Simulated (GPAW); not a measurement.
Runs of GPAW 26.7.0 on Ag. It takes space group Fm-3m (No. 225, cubic). Conventional cell: a = 4.085 Å, b = 4.085 Å, c = 4.085 Å, α = 90.00°, β = 90.00°, γ = 90.00°. Around Ag (site symmetry m-3m) lie 12 Ag at 2.89 Å. 

```csv
task,level,spin,cell,band path,band points,optimizer,fmax,max steps,gap on the mesh (eV),pressure (GPa),relaxed volume (Å³/atom)
band structure,PBEsol,off,as given,"GXWKGLUWLK,UX",80,-,-,-,-,-2.9,-
relaxation of cell and atoms,PBEsol+D4,off,relaxed,-,-,BFGS,0.02 eV/Å,60,none,0.0,16.21
relaxation of cell and atoms,PBEsol+D3(BJ),off,relaxed,-,-,BFGS,0.02 eV/Å,60,none,0.0,15.91
relaxation of cell and atoms,PBEsol,off,relaxed,-,-,BFGS,0.02 eV/Å,60,none,0.1,(b)
relaxation of cell and atoms,PBEsol+D3(BJ)+ATM,off,relaxed,-,-,BFGS,0.02 eV/Å,60,none,0.0,(a)
band structure,PBEsol,"SOC, no magnetisation",as given,"GXWKGLUWLK,UX",80,-,-,-,-,-2.9,-
relaxation of cell and atoms,PBEsol+D3,off,relaxed,-,-,BFGS,0.02 eV/Å,60,none,0.0,16.03
```

Alike in all rows: potentials or basis PAW data sets generated in the run's folder for this functional, pw; k mesh 11 × 11 × 11; cutoff (eV) 600; smearing fermi-dirac 0.05 eV.

Q: Estimate the missing entries.

A: (a) 16.07; (b) 16.60.

Caveats: later steps reuse the first step's grids (some runs); pairwise dispersion overbinds metals, which lowers pressure and volume (some runs); spin-orbit coupling was added after a scalar SCF, so levels and gaps hold it while energy, forces, pressure and moments don't (some runs); this program's spin-orbit splittings come out too wide for heavy elements (some runs).

A k mesh can miss the band edges, and rows without SOC leave out spin-orbit coupling on Ag.

A gap of «none» marks a metal or a gap under the smearing width.
